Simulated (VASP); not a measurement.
## From an Ansatz input to VASP: GaSb (rocksalt)

Ansatz input

```yaml
crystal:
  lattice:
    - [0.0, 2.8731179418, 2.8731179418]
    - [2.8731179418, 0.0, 2.8731179418]
    - [2.8731179418, 2.8731179418, 0.0]
  atoms:
    - { symbol: Ga, position: [0.0, 0.0, 0.0] }
    - { symbol: Sb, position: [0.5, 0.5, 0.5] }
kpoints:
  mp_grid: { grid: [8, 8, 8] }
  band_path:
    path:
      - [0.0, 0.0, 0.0]
      - [0.5, 0.0, 0.5]
      - [0.5, 0.25, 0.75]
      - [0.375, 0.375, 0.75]
      - [0.5, 0.5, 0.5]
      - [0.625, 0.25, 0.625]
      - [0.1875, 0.1875, 0.375]
    npoints: 1
hamiltonian:
  xc: lda
scf:
  occupations: { method: fermi_dirac, width: 0.02 }
  n_extra_bands: 4
output:
  forces: true
  stress: true
  eigenvalues: true
```

**Question.** Write VASP inputs for this cell and level of theory.

**Answer.** 

INCAR

```
LCHARG = .TRUE.
LELF = .TRUE.
ISIF = 2
SIGMA = 0.02
PREC = Accurate
ISMEAR = -1
GGA = CA
IBRION = -1
LASPH = .TRUE.
LWAVE = .FALSE.
NELM = 120
LREAL = .FALSE.
NBANDS = 16
NSW = 0
EDIFF = 1E-7
ENCUT = 520
```

KPOINTS

```
KPOINTS created by Atomic Simulation Environment
0
Gamma
8 8 8
0 0 0
```

KPOINTS_OPT

```
special points
7
Reciprocal
0.0000000000 0.0000000000 0.0000000000 1
0.5000000000 0.0000000000 0.5000000000 1
0.5000000000 0.2500000000 0.7500000000 1
0.3750000000 0.3750000000 0.7500000000 1
0.5000000000 0.5000000000 0.5000000000 1
0.6250000000 0.2500000000 0.6250000000 1
0.1875000000 0.1875000000 0.3750000000 1
```

POSCAR

```
Ga Sb
 1.0000000000000000
     0.0000000000000000    2.8731179418333888    2.8731179418333888
     2.8731179418333888   -0.0000000000000000    2.8731179418333888
     2.8731179418333888    2.8731179418333888   -0.0000000000000000
 Ga  Sb
   1   1
Cartesian
 -0.0000000000000000 -0.0000000000000000 -0.0000000000000000
  2.8731179418333888  2.8731179418333888  2.8731179418333888
```

VASP ran with the recommended LDA PAW datasets (18 valence electrons in the cell). Other inputs would serve too.

|  | Ansatz | VASP |
| --- | --- | --- |
| gap between bands v and c | -3.26 eV (bands overlap: a metal) | -3.27 eV (bands overlap: a metal) |
| least direct gap | 0.00 eV | 0.00 eV |
| pressure | -3.0 GPa | -2.9 GPa |

The two codes use different PAW datasets and cutoffs. VASP's cell holds 18 valence electrons and Ansatz's 28. LDA means the Perdew–Zunger form with relativistic exchange in VASP and the Perdew–Wang form in Ansatz. Ansatz's stress includes a Pulay correction; VASP's doesn't.
